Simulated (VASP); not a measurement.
# Ta in VASP: work function with LDA

Aim: the work function of Ta with LDA.

Program: VASP 6.6.1. These are calculated values, not measurements. Logs are shortened: lines on timing, memory, paths and dates and some standing lists are left out, and cuts for length are marked.

### Step 1. The structure

The cell holds a slab with vacuum, 4 atoms: a = 3.336 Å, b = 3.336 Å, c = 26.190 Å, α = 90.00°, β = 90.00°, γ = 90.00°.

The cell was built by a generator and needn't be a form met in nature.

### Step 2. Work function, LDA

INCAR

```
  ALGO = Fast
  DIPOL = 0.5 0.5 0.500
  EDIFF = 1E-6
  ENCUT = 520
  GGA = CA
  IDIPOL = 3
  ISIF = 2
  ISMEAR = 1
  KPAR = 2
  LASPH = T
  LCHARG = T
  LDIPOL = T
  LREAL = F
  LVACPOTAV = T
  LVHAR = T
  LWAVE = F
  NELM = 60
  PREC = Accurate
  SIGMA = 0.1
```

KPOINTS

```
k-points
0
Gamma
  10 10 1
```

POSCAR

```
Ta                                      
1.0
    3.3359035100      0.0000000000      0.0000000000
    0.0000000000      3.3359035100      0.0000000000
    0.0000000000      0.0000000000     26.1895170200
  Ta            
     4
Direct
     0.0000000000000000    0.0000000000000000    0.4156507920468386
     0.5000000000000000    0.5000000000000000    0.4690523576319251
     0.0000000000000000    0.0000000000000000    0.5309476423680749
     0.5000000000000000    0.5000000000000000    0.5843492079531613
```

Potentials or basis: VASP PAW LDA potentials, release 64 (Ta_pv).

On the command line:

```
$ cat potpaw_LDA.64/Ta_pv/POTCAR > POTCAR
$ mpirun -np 2 vasp_std > vasp.out
```

OUTCAR:

```text
EDIFF = 1E-6
   ENCUT = 520
   GGA = CA
   ISIF = 2
   ISMEAR = 1
   LASPH = T
   LREAL = F
   NELM = 60
   PREC = Accurate

 ion  position               nearest neighbor table
   1  0.000  0.000  0.416-   2 2.74   2 2.74   2 2.74   2 2.74   3 3.02
   2  0.500  0.500  0.469-   1 2.74   1 2.74   1 2.74   1 2.74   3 2.86   3 2.86   3 2.86   3 2.86
                             4 3.02
   3  0.000  0.000  0.531-   4 2.74   4 2.74   4 2.74   4 2.74   2 2.86   2 2.86   2 2.86   2 2.86
                             1 3.02
   4  0.500  0.500  0.584-   3 2.74   3 2.74   3 2.74   3 2.74   2 3.02

  LATTYP: Found a simple tetragonal cell.
 ALAT       =     3.3359035100
 C/A-ratio  =     7.8508017218

  Lattice vectors:

 A1 = (   3.3359035100,   0.0000000000,   0.0000000000)
 A2 = (   0.0000000000,   3.3359035100,   0.0000000000)
 A3 = (   0.0000000000,   0.0000000000,  26.1895170200)

Analysis of symmetry for initial positions (statically):
=====================================================================
 Subroutine PRICEL returns:
 Original cell was already a primitive cell.

 Routine SETGRP: Setting up the symmetry group for a
 simple tetragonal supercell.

 Subroutine GETGRP returns: Found 16 space group operations
 (whereof  8 operations were pure point group operations)
 out of a pool of 16 trial point group operations.

The static configuration has the point symmetry C_4v.
 The point group associated with its full space group is D_4h.

Analysis of symmetry for dynamics (positions and initial velocities):
=====================================================================
 Subroutine PRICEL returns:
 Original cell was already a primitive cell.

 Routine SETGRP: Setting up the symmetry group for a
 simple tetragonal supercell.

 Subroutine GETGRP returns: Found 16 space group operations
 (whereof  8 operations were pure point group operations)
 out of a pool of 16 trial point group operations.

The dynamic configuration has the point symmetry C_4v.
 The point group associated with its full space group is D_4h.

 Subroutine INISYM returns: Found 16 space group operations
 (whereof  8 operations are pure point group operations),
 and found     1 'primitive' translations

----------------------------------------------------------------------------------------

                                     Primitive cell

  volume of cell :     291.4436

  direct lattice vectors                    reciprocal lattice vectors
     3.335903510  0.000000000  0.000000000     0.299768862  0.000000000  0.000000000
     0.000000000  3.335903510  0.000000000     0.000000000  0.299768862  0.000000000
     0.000000000  0.000000000 26.189517020     0.000000000  0.000000000  0.038183217

  length of vectors
     3.335903510  3.335903510 26.189517020     0.299768862  0.299768862  0.038183217

  position of ions in fractional coordinates (direct lattice)
     0.000000000  0.000000000  0.415650792
     0.500000000  0.500000000  0.469052358
     0.000000000  0.000000000  0.530947642
     0.500000000  0.500000000  0.584349208

  ion indices of the primitive-cell ions
   primitive index   ion index
                 1           1
                 2           2
                 3           3
                 4           4

----------------------------------------------------------------------------------------

 KPOINTS: k-points

Automatic generation of k-mesh.
 Grid dimensions read from file:
 generate k-points for:   10   10    1

 Generating k-lattice:

  Cartesian coordinates                     Fractional coordinates (reciprocal lattice)
     0.029976886  0.000000000  0.000000000     0.100000000  0.000000000  0.000000000
     0.000000000  0.029976886  0.000000000     0.000000000  0.100000000  0.000000000
     0.000000000  0.000000000  0.038183217     0.000000000  0.000000000  1.000000000

  Length of vectors
     0.029976886  0.029976886  0.038183217

  Shift w.r.t. Gamma in fractional coordinates (k-lattice)
     0.000000000  0.000000000  0.000000000

 Subroutine IBZKPT returns following result:
 ===========================================

 Found     21 irreducible k-points:

 Following reciprocal coordinates:
            Coordinates               Weight
  0.000000  0.000000  0.000000      1.000000
  0.100000  0.000000  0.000000      4.000000
  0.200000  0.000000  0.000000      4.000000
  0.300000  0.000000  0.000000      4.000000
  0.400000  0.000000  0.000000      4.000000
  0.500000  0.000000  0.000000      2.000000
[... 13 lines left out ...]
  0.500000  0.400000  0.000000      4.000000
  0.500000  0.500000  0.000000      1.000000
   k-points           NKPTS =     21   k-points in BZ     NKDIM =     21   number of bands    NBANDS=     26
   number of dos      NEDOS =    301   number of ions     NIONS =      4
   total plane-waves  NPLWV = 153664
   dimension x,y,z NGX =    28 NGY =   28 NGZ =  196
   dimension x,y,z NGXF=    56 NGYF=   56 NGZF=  392
   ions per type =               4
   NGX,Y,Z   is equivalent  to a cutoff of  13.95, 13.95, 12.44 a.u.
   NGXF,Y,Z  is equivalent  to a cutoff of  27.91, 27.91, 24.88 a.u.
 SYSTEM =  unknown system
   PREC   = accura    normal or accurate (medium, high low for compatibility)
   ISTART =      0    job   : 0-new  1-cont  2-samecut
   ICHARG =      2    charge: 1-file 2-atom 10-const
   ISPIN  =      1    spin polarized calculation?
   LNONCOLLINEAR =      F non collinear calculations
   LSORBIT =      F    spin-orbit coupling
   LASPH  =      T    aspherical Exc in radial PAW
   ENCUT  =  520.0 eV  38.22 Ry    6.18 a.u.   6.20  6.20 48.70*2*pi/ulx,y,z
   NELM   =     60;   NELMIN=  2; NELMDL= -5     # of ELM steps
   EDIFF  = 0.1E-05   stopping-criterion for ELM
   LREAL  =      F    real-space projection
[... 7 lines left out ...]
   TEBEG  =    0.0;   TEEND  =   0.0 temperature during run
   PSTRESS=    0.0 pullay stress
   NELECT =      44.0000    total number of electrons
   NUPDOWN=      -1.0000    fix difference up-down
   EMIN   =  10.00;   EMAX   =-10.00  energy-range for DOS
   EFERMI =   0.00;   METHOD = LEGACY
   ISMEAR =     1;   SIGMA  =   0.10  broadening in eV -4-tet -1-fermi 0-gaus
   EFERMI_NEDOS =   21; number of points for ismear=-14 and -15
   IALGO  =     68    algorithm
   IMIX   =      4    mixing-type and parameters
     AMIX     =   0.40;   BMIX     =  1.00
     AMIX_MAG =   1.60;   BMIX_MAG =  1.00
  volume/ion in A,a.u.               =      72.86       491.69
  Fermi-wavevector in a.u.,A,eV,Ry     =   0.871714  1.647301 10.338878  0.759886
  Thomas-Fermi vector in A             =   1.990861
   LORBIT       =      0    0 simple, 1 ext, 2 COOP (PROOUT), +10 PAW based schemes
   GGA     = CA    functional components
   LHFCALC =     F    Hartree Fock is set to
   AEXX    =    0.0000 exact exchange contribution
   IVDW    =     0    specifies the selected vdW correction
   LEPSILON=     F    determine dielectric tensor
   LRPA    =     F    only Hartree local field effects (RPA)
 non-spin polarized calculation
 RMM-DIIS sequential band-by-band and
 Methfessel and Paxton  Order N= 1 SIGMA  =   0.10
  energy-cutoff  :      520.00
  volume of cell :      291.44
 maximum number of plane-waves:      7944
 NGX is ok and might be reduce to    28
   NGX = 13   NGY = 13   NGZ = 97

 dipolmoment           0.000000      0.000000      0.000000 electrons x Angstroem

 number of electron      43.9999992 magnetization

 dipolmoment           0.000000      0.000000     -0.000000 electrons x Angstroem

 Free energy of the ion-electron system (eV)
  ---------------------------------------------------
  ext. energy  EPLUGINS =         0.00000000
  ---------------------------------------------------
  free energy    TOTEN  =       -46.93515576 eV

  energy without entropy =      -46.93138796  energy(sigma->0) =      -46.93389983

 E-fermi :  -1.4952     XC(G=0):  -4.0130

 val. band max:       -1.4997312778   @ k =   0.5000   0.1000   0.0000
 cond. band min:      -1.4875600337   @ k =   0.4000   0.1000   0.0000
 fundamental gap:      0.0121712441
 Fermi energy:        -1.4952299392

 k-point     1 :       0.0000    0.0000    0.0000
  band No.  band energies     occupation
      1     -36.0034      2.00000
      2     -35.9188      2.00000
      3     -35.8600      2.00000
      4     -35.8600      2.00000
      5     -35.7840      2.00000
      6     -35.7840      2.00000
[... 18 lines left out ...]
     25      -0.8898     -0.00000
     26      -0.8897     -0.00000

 k-point     2 :       0.1000    0.0000    0.0000
  band No.  band energies     occupation
      1     -36.0240      2.00000
      2     -35.9311      2.00000
      3     -35.8624      2.00000
      4     -35.8436      2.00000
      5     -35.8241      2.00000
      6     -35.7739      2.00000
[... 18 lines left out ...]
     25      -0.7152     -0.00000
     26      -0.4205     -0.00000

 k-point     3 :       0.2000    0.0000    0.0000
  band No.  band energies     occupation
      1     -36.0671      2.00000
      2     -35.9881      2.00000
      3     -35.8845      2.00000
      4     -35.8809      2.00000
      5     -35.7987      2.00000
      6     -35.7462      2.00000
[... 18 lines left out ...]
     25      -0.4950     -0.00000
     26      -0.2636     -0.00000

 k-point     4 :       0.3000    0.0000    0.0000
  band No.  band energies     occupation
      1     -36.1089      2.00000
      2     -36.0736      2.00000
      3     -35.9303      2.00000
      4     -35.9158      2.00000
      5     -35.7388      2.00000
      6     -35.7088      2.00000
[... 18 lines left out ...]
     25      -0.5957     -0.00000
     26       0.9324      0.00000

 k-point     5 :       0.4000    0.0000    0.0000
  band No.  band energies     occupation
      1     -36.1397      2.00000
      2     -36.1340      2.00000
      3     -35.9702      2.00000
      4     -35.9499      2.00000
      5     -35.6861      2.00000
      6     -35.6752      2.00000
[... 18 lines left out ...]
     25      -0.0146     -0.00000
     26       0.5135      0.00000

 k-point     6 :       0.5000    0.0000    0.0000
  band No.  band energies     occupation
      1     -36.1533      2.00000
      2     -36.1533      2.00000
      3     -35.9751      2.00000
      4     -35.9751      2.00000
      5     -35.6631      2.00000
      6     -35.6631      2.00000
[... 340 lines left out ...]
 k-point    18 :       0.5000    0.3000    0.0000
  band No.  band energies     occupation
      1     -36.0914      2.00000
      2     -36.0914      2.00000
      3     -36.0523      2.00000
      4     -36.0523      2.00000
      5     -35.8494      2.00000
      6     -35.8494      2.00000
[... 18 lines left out ...]
     25      -0.1172     -0.00000
     26      -0.1172     -0.00000

 k-point    19 :       0.4000    0.4000    0.0000
  band No.  band energies     occupation
      1     -36.1364      2.00000
      2     -36.1063      2.00000
      3     -36.0538      2.00000
      4     -36.0022      2.00000
      5     -35.9038      2.00000
      6     -35.8713      2.00000
[... 18 lines left out ...]
     25      -0.1232     -0.00000
     26       0.1319     -0.00000

 k-point    20 :       0.5000    0.4000    0.0000
  band No.  band energies     occupation
      1     -36.1428      2.00000
      2     -36.1428      2.00000
      3     -36.0313      2.00000
      4     -36.0313      2.00000
      5     -35.8881      2.00000
      6     -35.8881      2.00000
[... 18 lines left out ...]
     25       0.4514     -0.00000
     26       0.4546     -0.00000

 k-point    21 :       0.5000    0.5000    0.0000
  band No.  band energies     occupation
      1     -36.1657      2.00000
      2     -36.1657      2.00000
      3     -36.0251      2.00000
      4     -36.0251      2.00000
      5     -35.8973      2.00000
      6     -35.8973      2.00000
[... 18 lines left out ...]
     25       0.8488      0.00000
     26       0.9404      0.00000

------------------------ aborting loop because EDIFF is reached ----------------------------------------

  FORCE on cell =-STRESS in cart. coord.  units (eV):
  Direction    XX          YY          ZZ          XY          YZ          ZX
  --------------------------------------------------------------------------------------
  -------------------------------------------------------------------------------------
  Total       -4.6191623     -4.6191623     -0.0666073      0.0000000     -0.0000000      0.0000000
  in kB      -25.3933124    -25.3933124     -0.3661660      0.0000000     -0.0000000      0.0000000
  external PRESSURE =     -17.0509302 kB  Pullay stress =       0.0000000 kB

 VOLUME and BASIS-vectors are now :
 -----------------------------------------------------------------------------
  energy-cutoff  :      520.00
  volume of cell :      291.44
      direct lattice vectors                 reciprocal lattice vectors
     3.335903510  0.000000000  0.000000000     0.299768862  0.000000000  0.000000000
     0.000000000  3.335903510  0.000000000     0.000000000  0.299768862  0.000000000
     0.000000000  0.000000000 26.189517020     0.000000000  0.000000000  0.038183217

 POSITION                                       TOTAL-FORCE (eV/Angst)
 -----------------------------------------------------------------------------------
      0.00000      0.00000     10.88569         0.000000     -0.000000      0.005817
      1.66795      1.66795     12.28425        -0.000000      0.000000      0.011573
      0.00000      0.00000     13.90526         0.000000      0.000000     -0.011573
      1.66795      1.66795     15.30382        -0.000000      0.000000     -0.005817
 -----------------------------------------------------------------------------------
    total drift:                                0.000000     -0.000000     -0.000000

  FREE ENERGIE OF THE ION-ELECTRON SYSTEM (eV)
  ---------------------------------------------------
  free  energy   TOTEN  =       -46.9351557607 eV

  energy  without entropy=      -46.9313879558  energy(sigma->0) =      -46.93389983

 vacuum level on the upper side and lower side of the slab         2.527         2.527
```

Run time: 1.8 min. Hardware: 2 MPI ranks of Intel Xeon 6975P-C (Granite Rapids), shared host; peak memory 0.34 GiB.

Results:

```yaml
Free_energy: -46.9352 eV
Largest_force: 0.012 eV/Å
Band_gap_on_the_k_mesh: none (metal or under the smearing width)
Work_function_of_the_upper_face: 4.02 eV
Work_function_of_the_lower_face: 4.02 eV
```

Forces in eV/Å, atoms in the order of the input:
```
Ta   0.000  0.000  0.006
Ta   0.000  0.000  0.012
Ta   0.000  0.000 -0.012
Ta   0.000  0.000 -0.006
```

The run has no spin-orbit coupling, so splittings on Ta are missing.
